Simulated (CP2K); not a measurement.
Input of a CP2K 2026.2 run:

tio_vcrelax.inp

```
&GLOBAL
  PROJECT tio_vcrelax
  RUN_TYPE CELL_OPT
  PRINT_LEVEL LOW
&END GLOBAL
&FORCE_EVAL
  METHOD QS
  STRESS_TENSOR ANALYTICAL
  &DFT
    BASIS_SET_FILE_NAME BASIS_MOLOPT_UZH
    POTENTIAL_FILE_NAME POTENTIAL_UZH
    &MGRID
      CUTOFF 600
      REL_CUTOFF 60
      NGRIDS 5
    &END MGRID
    &QS
      METHOD GPW
      EPS_DEFAULT 1.0E-9
      EXTRAPOLATION USE_PREV_P
    &END QS
    &KPOINTS
      SCHEME MONKHORST-PACK 8 8 8
      GAMMA_CENTERED T
    &END KPOINTS
    &SCF
      SCF_GUESS ATOMIC
      EPS_SCF 1.0E-6
      MAX_SCF 100
      ADDED_MOS 13
      CHOLESKY OFF
      EPS_EIGVAL 1.0E-7
      &DIAGONALIZATION ON
        ALGORITHM STANDARD
      &END DIAGONALIZATION
      &MIXING ON
        METHOD BROYDEN_MIXING
        ALPHA 0.4
        BETA 1.5
        NBUFFER 8
      &END MIXING
      &SMEAR ON
        METHOD FERMI_DIRAC
        ELECTRONIC_TEMPERATURE [K] 580.226
      &END SMEAR
    &END SCF
    &XC
      &XC_FUNCTIONAL
        &GGA_X_PBE_SOL
        &END GGA_X_PBE_SOL
        &GGA_C_PBE_SOL
        &END GGA_C_PBE_SOL
      &END XC_FUNCTIONAL
    &END XC
    &PRINT
      &KPOINTS ON
      &END KPOINTS
      &MULLIKEN ON
        &EACH
          CELL_OPT 0
        &END EACH
        ADD_LAST NUMERIC
      &END MULLIKEN
      &MO ON
        ENERGIES T
        OCCUPATION_NUMBERS T
        &EACH
          QS_SCF 0
          CELL_OPT 0
        &END EACH
        ADD_LAST NUMERIC
      &END MO
    &END PRINT
  &END DFT
  &SUBSYS
    &CELL
      A 2.7083400800 0.0000000000 0.0000000000
      B 0.0000000000 2.7083400800 0.0000000000
      C 0.0000000000 0.0000000000 2.7083400800
      PERIODIC XYZ
    &END CELL
    &COORD
      Ti  0.0000000000 0.0000000000 0.0000000000
      O   1.3541700400 1.3541700400 1.3541700400
    &END COORD
    &KIND Ti
      BASIS_SET DZVP-MOLOPT-PBE-GTH-q12
      POTENTIAL GTH-PBE-q12
    &END KIND
    &KIND O
      BASIS_SET DZVP-MOLOPT-PBE-GTH-q6
      POTENTIAL GTH-PBE-q6
    &END KIND
    &PRINT
      &ATOMIC_COORDINATES ON
      &END ATOMIC_COORDINATES
      &CELL ON
      &END CELL
    &END PRINT
  &END SUBSYS
  &PRINT
    &FORCES ON
    &END FORCES
    &STRESS_TENSOR ON
    &END STRESS_TENSOR
  &END PRINT
&END FORCE_EVAL
&MOTION
  &CELL_OPT
    OPTIMIZER BFGS
    MAX_ITER 40
    MAX_FORCE [eV*angstrom^-1] 0.05
    RMS_FORCE [eV*angstrom^-1] 0.05
    MAX_DR 1.0E-2
    RMS_DR 1.0E-2
    EXTERNAL_PRESSURE [bar] 100000.0
    PRESSURE_TOLERANCE [bar] 300
    KEEP_SPACE_GROUP T
  &END CELL_OPT
  &PRINT
    &TRAJECTORY ON
    &END TRAJECTORY
    &CELL ON
    &END CELL
    &FORCES ON
    &END FORCES
    &STRESS ON
    &END STRESS
    &RESTART OFF
    &END RESTART
    &RESTART_HISTORY OFF
    &END RESTART_HISTORY
  &END PRINT
&END MOTION
```

Potentials or basis: POTENTIAL_UZH Ti GTH-PBE-q12, O GTH-PBE-q6; DZVP-MOLOPT-PBE-GTH basis.

The run is started by

```sh
$ OMP_NUM_THREADS=1 cp2k.psmp -i tio_vcrelax.inp -o tio_vcrelax.out
```

What does it give for the space group after relaxing (to 0.05 Å)?

Pm-3m (No. 221).

What does it give for the Mulliken charges?

Ti +0.60; O -0.60 e.

Estimate the relaxed volume.

8.63 Å³/atom.

Final structure:
```xyz
2
Lattice="2.5841 0.0000 0.0000 0.0000 2.5841 0.0000 0.0000 0.0000 2.5841" Properties=species:S:1:pos:R:3 pbc="T T T"
Ti    0.0000    0.0000    0.0000
O     1.2921    1.2921    1.2921
```

Caveat: the potentials were made for another functional, which shifts forces and pressure; the basis of atomic orbitals isn't converged, which shifts pressures, moduli and gaps.
